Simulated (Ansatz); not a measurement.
# BaTiO3 (R3m) in Ansatz: settings compared, part 2 of 2

Ansatz 0.2.0. Earlier steps stand in the parts before.

## Step 3: Relaxation of cell and atoms, PBEsol+U

File input.yaml:

```yaml
crystal:
  lattice:
    - [2.8273666084, 1.6323808724, 2.3183934932]
    - [-2.8273666084, 1.6323808724, 2.3183934932]
    - [0.0, -3.2647617449, 2.3183934932]
  atoms:
    - { symbol: Ba, position: [0.0, 0.0, 0.0] }
    - { symbol: Ti, position: [0.4845, 0.4845, 0.4845] }
    - { symbol: O, position: [0.5086, 0.0175, 0.5086] }
    - { symbol: O, position: [0.0175, 0.5086, 0.5086] }
    - { symbol: O, position: [0.5086, 0.5086, 0.0175] }
hamiltonian:
  xc: pbesol
  pseudopotentials: { kind: paw }
  hubbard: { sites: [{ species: Ti, l: d, u_eff: 5.0 }] }
kpoints:
  mp_grid: { grid: [7, 7, 7] }
scf:
  occupations: { method: fermi_dirac, width: 0.05 }
output:
  forces: true
  stress: true
  eigenvalues: true
relax:
  f_tol: 0.01
  max_steps: 40
  cell: { stress_tol: 0.05 }
```

Potentials or basis: Ansatz PAW.

Started as:

```sh
$ ansatz run input.yaml --threads 2 --pin off --max-ram 5632MiB --backend cpu --events-out ev --progress --plain --runs-dir out
```

Log:

```text
Warning: RAYON_NUM_THREADS=2 ignored (pool sized by the plan → 2); use --threads N
Ba: projections on atomic orbitals take those of the free atom [Kr 4d10] 5s2 5p6 6s2, of charge +0.00 (hamiltonian.pseudopotentials.projection_atoms); the dataset's partial waves leave at most 9.7e-6 of an orbital's norm unspanned inside its sphere
Ti: projections on atomic orbitals take those of the free atom [Ne] 3s2 3p6 3d2 4s2, of charge +0.00 (hamiltonian.pseudopotentials.projection_atoms); the dataset's partial waves leave at most 4.1e-7 of an orbital's norm unspanned inside its sphere
O: projections on atomic orbitals take those of the free atom [He] 2s2 2p4, of charge +0.00 (hamiltonian.pseudopotentials.projection_atoms); the dataset's partial waves leave at most 1.9e-8 of an orbital's norm unspanned inside its sphere
Engine: ansatz 0.2.0, aarch64-unknown-linux-gnu
Pseudopotentials: kind: paw
Pseudopotential: Ba, paw, valence charge 10, recommended cutoff 420 eV (normal), Ba.paw.azcp
Pseudopotential: Ti, paw, valence charge 12, recommended cutoff 420 eV (normal), Ti.paw.azcp
Pseudopotential: O, paw, valence charge 6, recommended cutoff 420 eV (normal), O.paw.azcp
Functional definition: PBEsol
  exchange = pbesol_x
  correlation = pbesol_c
Crystal: 5 atoms, lattice volume = 64.201 Å³
Basis set: ecut = 420 eV, 1237 PW (Γ), exchange–correlation on 54×54×54 points (8 copies of the dense FFT grid, shifted against one another)
Bands: 25, of which v1, the nominal top of the filled ones, is band 20 counted from 1 (19 counted from 0)
Symmetry: 6 space group operations
[... 160 lines left out ...]
--- Stress (GPa, compression-positive) ---
       -0.001176       0.000000       0.000000
        0.000000      -0.001176       0.000000
        0.000000       0.000000      -0.002882
  P = ⅓ Tr σ = -0.0017 GPa (-0.017 kbar)
--- Band table (eV; the first three rows and the last of 44) ---
  k-point 0: bands = ["-47.0376", "-23.3153", "-23.3153", "-23.3153", "-14.0244", "-6.2922", "-5.4623", "-5.4623", "0.7640", "0.7640", "0.7640", "8.1429", "8.1429", "8.1429", "9.4158", "9.4158", "9.4158", "10.4454", "10.4454", "10.4454", "12.9796", "12.9796", "12.9797", "14.3526", "14.3526"]
  k-point 1: bands = ["-47.0374", "-23.3240", "-23.3149", "-23.3149", "-13.9996", "-6.3057", "-5.4610", "-5.4566", "0.8027", "0.8027", "0.8545", "7.7988", "8.0840", "8.0840", "9.2376", "9.2421", "9.2421", "9.9486", "10.3097", "10.3097", "13.0015", "13.3099", "13.3099", "14.3682", "14.8950"]
  k-point 2: bands = ["-47.0368", "-23.3436", "-23.3140", "-23.3140", "-13.9425", "-6.3910", "-5.4438", "-5.3913", "0.8930", "0.8930", "1.0549", "7.0674", "7.8882", "7.8882", "8.8860", "8.9946", "8.9946", "9.1497", "10.0426", "10.0426", "13.0519", "13.9600", "13.9600", "14.3899", "15.7853"]
  k-point 43: bands = ["-47.0353", "-23.3544", "-23.3542", "-23.3542", "-13.7356", "-5.4517", "-5.3565", "-5.3565", "0.1148", "0.1148", "0.2268", "5.9160", "6.7397", "6.7397", "8.2055", "8.3927", "8.3927", "10.4437", "10.4437", "10.5260", "14.9798", "14.9799", "14.9883", "17.5005", "17.5005"]
Occupation matrices written to <dir>
--- Relaxed structure (8 steps of the walk, 7 accepted, 2 SCFs on fresh bases) ---
  F+E_penalty+E_count = -10023.13666804 eV   max|allowed force component| = 2.150e-4 eV/Å   (the final SCF, on the basis selected at the relaxed cell)
  cell:  # Å, volume = 63.1773 Å³
    - [2.8162488124983485, 1.6259620099843548, 2.299473291356008]
    - [-2.8162488124983485, 1.6259620099843548, 2.299473291356008]
    - [-5.624717092279947e-19, -3.251924020018302, 2.299473291320942]
  atoms:
    - { symbol: Ba, position: [0.0038098267632060254, 0.003809826763206025, 0.003809826763206026] }
    - { symbol: Ti, position: [0.5037655185381509, 0.5037655185381509, 0.5037655185381509] }
    - { symbol: O, position: [0.5038650991885139, 0.0038944563216151695, 0.5038650991885139] }
    - { symbol: O, position: [0.0038944563216151695, 0.5038650991885139, 0.5038650991885139] }
    - { symbol: O, position: [0.5038650991885139, 0.5038650991885139, 0.003894456321615003] }
```

It took 56 s on 2 threads of Arm Neoverse V1, shared host; peak memory 0.48 GiB.

What came out:

```
Free energy                            : -10023.1367 eV
Relaxed volume                         : 12.64 Å³/atom
Relaxed cell                           : a = 3.983 Å, b = 3.983 Å, c = 3.983 Å, α = 90.00°, β = 90.00°, γ = 90.00°
Space group after relaxing (to 0.05 Å) : Pm-3m (No. 221)
Energy gained by relaxing              : 7.6 meV/atom
Ionic steps                            : 9
Pressure after relaxing                : 0.0 GPa
Band gap on the k mesh                 : 2.45 eV, indirect (least direct gap 2.53 eV)
```

Step by step:
| step | energy change (eV) | largest force (eV/Å) | volume (Å³) |
| --- | --- | --- | --- |
| 1 | 0.0000 | 0.6367 | 64.20 |
| 2 | -0.0169 | 0.3028 | 64.18 |
| 3 | -0.0245 | 0.2517 | 63.68 |
| 4 | -0.0323 | 0.1448 | 63.46 |
| 5 | -0.0410 | 0.0053 | 63.21 |
| 6 | -0.0377 | 0.0053 | 63.21 |
| 7 | -0.0379 | 0.0011 | 63.18 |
| 8 | -0.0379 | 0.0002 | 63.18 |
| 9 | -0.0378 | 0.0002 | 63.18 |

Final structure:
```xyz
5
Lattice="2.8162 1.6260 2.2995 -2.8162 1.6260 2.2995 0.0000 -3.2519 2.2995" Properties=species:S:1:pos:R:3 pbc="T T T"
Ba    0.0000    0.0000    0.0263
Ti    0.0000    0.0000    3.4752
O     1.4080   -0.8129    2.3262
O    -1.4080   -0.8129    2.3262
O     0.0000    1.6259    2.3262
```

Levels at points of the mesh, in eV from the valence-band top:
| k point | band 16 | band 17 | band 18 | band 19 | band 20 | band 21 | band 22 | band 23 | band 24 | band 25 |
| --- | --- | --- | --- | --- | --- | --- | --- | --- | --- | --- |
| (0.00, 0.00, 0.00) | -1.11 | -1.11 | -0.08 | -0.08 | -0.08 | 2.45 | 2.45 | 2.45 | 3.83 | 3.83 |

Eigenvalues of the final occupation matrices:
```
  site  spin  trace               eigenvalues
site 1     1   1.08  0.17 0.17 0.17 0.29 0.29
```

Caveat: odd divisions of the mesh miss points on the zone boundary, where band edges often lie, so the gap on the mesh can be too wide; the plane-wave basis is chosen anew once the cell has moved, so the energies of steps on either side of that aren't comparable; the pressure holds a Pulay correction of +0.6 GPa for the finite cutoff; spin-orbit coupling is left out, which moves the levels of the heavy elements; the PAW data sets come from PBE, with cores solved anew for the run's functional, which leaves a small shift of forces and pressure. A k mesh can miss the band edges.

## Step 4: Relaxation of cell and atoms, r2SCAN+D3(BJ)

Edit input.yaml of step 3 so:

```diff
@@ -12,5 +12,5 @@
 hamiltonian:
-  xc: pbesol
+  xc: r2scan
   pseudopotentials: { kind: paw }
-  hubbard: { sites: [{ species: Ti, l: d, u_eff: 5.0 }] }
+  dispersion: d3bj
 kpoints:
```

Started as:

```sh
$ ansatz run input.yaml --threads 2 --pin off --max-ram 5632MiB --backend cpu --events-out ev --progress --plain --runs-dir out
```

It took 61 s on 2 threads of Arm Neoverse V1, shared host; peak memory 0.51 GiB.

Results (log left out):

| Item | Value |
| --- | --- |
| Free energy | -10184.4668 eV |
| Relaxed volume | 12.85 Å³/atom |
| Relaxed cell | a = 4.006 Å, b = 4.006 Å, c = 4.006 Å, α = 89.83°, β = 89.83°, γ = 89.83° |
| Space group after relaxing (to 0.05 Å) | R3m (No. 160) |
| Energy gained by relaxing | 0.3 meV/atom |
| Ionic steps | 6 |
| Pressure after relaxing | 0.0 GPa |
| Largest force after relaxing | 0.006 eV/Å |
| Band gap on the k mesh | 2.85 eV, indirect (least direct gap 3.16 eV) |

Forces on the atoms (eV/Å):
```
Ba   0.000  0.000  0.000
Ti   0.000  0.000  0.006
O   -0.001  0.001 -0.002
O    0.001  0.001 -0.002
O    0.000 -0.001 -0.002
```

The path:
```tsv
step	energy change (eV)	largest force (eV/Å)	volume (Å³)
1	0.0000	0.1331	64.20
2	-0.0015	0.0168	64.28
3	-0.0015	0.0129	64.28
4	-0.0015	0.0112	64.28
5	-0.0015	0.0064	64.27
6	-0.0016	0.0064	64.27
```

Final structure:
```yaml
crystal:
  lattice:
    - [2.82827, 1.63290, 2.31943]
    - [-2.82827, 1.63290, 2.31943]
    - [0.00000, -3.26581, 2.31943]
  atoms:
    - { symbol: Ba, position: [0.99764, 0.99764, 0.99764] }
    - { symbol: Ti, position: [0.48508, 0.48508, 0.48508] }
    - { symbol: O, position: [0.50944, 0.01761, 0.50944] }
    - { symbol: O, position: [0.01761, 0.50944, 0.50944] }
    - { symbol: O, position: [0.50944, 0.50944, 0.01761] }
```

Levels at points of the mesh, in eV from the valence-band top:
```tsv
k point	band 18	band 19	band 20	band 21	band 22	band 23
(0.00, 0.00, 0.00)	-0.42	-0.31	-0.31	2.85	2.85	2.99
```

Caveat: odd divisions of the mesh miss points on the zone boundary, where band edges often lie, so the gap on the mesh can be too wide; the plane-wave basis is chosen anew once the cell has moved, so the energies of steps on either side of that aren't comparable; spin-orbit coupling is left out, which moves the levels of the heavy elements; the PAW data sets come from PBE, with cores solved anew for the run's functional, which leaves a small shift of forces and pressure; the dispersion damping was fitted for another functional or another form of the correction.

## Step 5: Single point, PBE

Edit input.yaml of step 4 so:

```diff
@@ -12,5 +12,4 @@
 hamiltonian:
-  xc: r2scan
+  xc: pbe
   pseudopotentials: { kind: paw }
-  dispersion: d3bj
 kpoints:
@@ -19,2 +18,4 @@
   occupations: { method: fermi_dirac, width: 0.05 }
+basis:
+  ecutwfc: "300 eV"
 output:
@@ -23,5 +24,5 @@
   eigenvalues: true
-relax:
-  f_tol: 0.01
-  max_steps: 40
-  cell: { stress_tol: 0.05 }
+  write_density: true
+  write_potential: true
+  elf: true
+  volumetric_format: npy
```

Started as:

```sh
$ ansatz run input.yaml --threads 2 --pin off --max-ram 5632MiB --backend cpu --events-out ev --progress --plain --runs-dir out
```

Run time: 3.3 s. Hardware: 2 threads of Arm Neoverse V1, shared host; peak memory 0.4 GiB.

Results (log left out):

```
Free energy            : -10158.0534 eV
Pressure               : 4.2 GPa
Largest force          : 0.202 eV/Å
Band gap on the k mesh : 2.45 eV, indirect (least direct gap 2.76 eV)
```

Forces on the atoms (eV/Å):
```
Ba   0.000  0.000 -0.185
Ti   0.000  0.000 -0.202
O   -0.052  0.030  0.129
O    0.052  0.030  0.129
O    0.000 -0.060  0.129
```

Stress tensor (GPa, compression positive):
```
4.13 0.00 0.00
0.00 4.13 0.00
0.00 0.00 4.24
```

Levels at points of the mesh, in eV from the valence-band top:
```
           k point  band 16  band 17  band 18  band 19  band 20  band 21  band 22  band 23  band 24  band 25
(0.00, 0.00, 0.00)    -1.28    -1.05    -0.45    -0.31    -0.31     2.45     2.45     2.60     4.55     4.55
```

Caveat: odd divisions of the mesh miss points on the zone boundary, where band edges often lie, so the gap on the mesh can be too wide; the pressure holds a Pulay correction of +23.5 GPa for the finite cutoff; spin-orbit coupling is left out, which moves the levels of the heavy elements; the cutoff lies under the one recommended for these potentials.

## Step 6: Summary

```csv
task,level,U,cell,cutoff (eV),hubbard projectors,double counting,gap on the mesh (eV),pressure (GPa),relaxed volume (Å³/atom),largest force (eV/Å)
relaxation of cell and atoms,PBE+D3(BJ),-,relaxed,420,-,-,2.50,0.0,12.97,-
relaxation of cell and atoms,PBEsol+U,Ti d U = 5 eV,relaxed,420,ortho-atomic (the default),fll (the default),2.45,0.0,12.64,-
relaxation of cell and atoms,r2SCAN+D3(BJ),-,relaxed,500,-,-,2.85,0.0,12.85,0.01
single point,PBE,-,as given,300,-,-,2.45,4.2,-,0.20
```

Alike in all rows: potentials or basis Ansatz PAW; no spin polarisation; k mesh 7 × 7 × 7; smearing fermi-dirac 0.05 eV.

Caveats: odd divisions of the mesh miss points on the zone boundary, where band edges often lie, so the gap on the mesh can be too wide; spin-orbit coupling is left out, which moves the levels of the heavy elements; the plane-wave basis is chosen anew once the cell has moved, so the energies of steps on either side of that aren't comparable (some runs); the PAW data sets come from PBE, with cores solved anew for the run's functional, which leaves a small shift of forces and pressure (some runs); the dispersion damping was fitted for another functional or another form of the correction (some runs); the pressure holds a Pulay correction of +23.5 GPa for the finite cutoff (some runs); the cutoff lies under the one recommended for these potentials (some runs).

Absolute energies hang on the potentials; compare differences alone.
